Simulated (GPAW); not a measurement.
Fe and the effect of the Hubbard U on Fe d

It takes space group Im-3m (No. 229, cubic). The conventional cell has a = 2.886 Å, b = 2.886 Å, c = 2.886 Å, α = 90.00°, β = 90.00°, γ = 90.00°. Fe (site symmetry m-3m) has 8 Fe at 2.50 Å as nearest neighbours.

Kept alike: task band structure; functional PBEsol; k mesh 13 × 13 × 13; occupations fermi-dirac, width 0.05 eV; collinear spin, ferromagnetic start. Program: GPAW, PAW data sets generated for this functional, cutoff 600 eV. The mesh is that of the run's cell of 1 atom. No spin-orbit coupling.

| run | pressure (GPa) | largest site moment (μB) |
| --- | --- | --- |
| A | 9.19 | 3.12 |
| B | 33.04 | 3.59 |
| C | -5.66 | 2.71 |
| D | 18.88 | 3.32 |
| E | 6.38 | 3.06 |
| F | -2.70 | 2.81 |
| G | -15.96 | 2.29 |

Pressure is positive in compression; the values hold the error of the finite cutoff, so their zero can differ a little from the energy's minimum. For a metal such a mesh leaves the last digits unconverged. How U acts hangs on the program's projectors. The runs hold the magnetic state that their start led to, which needn't be the lowest. Site moments count inside each atom's sphere or projector.

**Question.** The runs differ in the Hubbard U on Fe d alone: 0; 1; 2; 3; 4; 6; 8 eV. Which run is which?

**Answer.** Run A is 4 eV; run B is 8 eV; run C is 1 eV; run D is 6 eV; run E is 3 eV; run F is 2 eV; run G is 0 eV. The pressure rises from -15.96 to 33.04 GPa between 0 and 8 eV. U localises the shell and weakens its bonds, so the cell pushes outwards. The largest site moment rises from 2.29 to 3.59 μB between 0 and 8 eV. U favours whole occupations of the shell, which as a rule raises the local moment. Its step between 0 and 1 is far larger than the others, which points to a change of electronic state.

Pressure and moment rise together in every step of U, as expected from the magnetovolume effect in iron: larger exchange splitting moves electrons from minority to majority d states, filling antibonding levels and weakening the d bonding that pulls the lattice inwards. Once the majority d band is nearly full, further growth of the moment probably requires minority d charge to move into s and p states.

The growth is uneven. The step from 2 to 3 eV also stands out against its neighbours, so the jump between 0 and 1 eV needn't mark a single transition; passage from weak to strong ferromagnetism is one possible reading.

Only the run without U comes close to the well-known moment of bcc iron. The others overshoot, probably because a static on-site correction exaggerates the splitting of itinerant, well-screened d electrons. The change of sign in the pressure between 2 and 3 eV is therefore no argument for such a U, since a fitting volume would be bought with too large a moment.
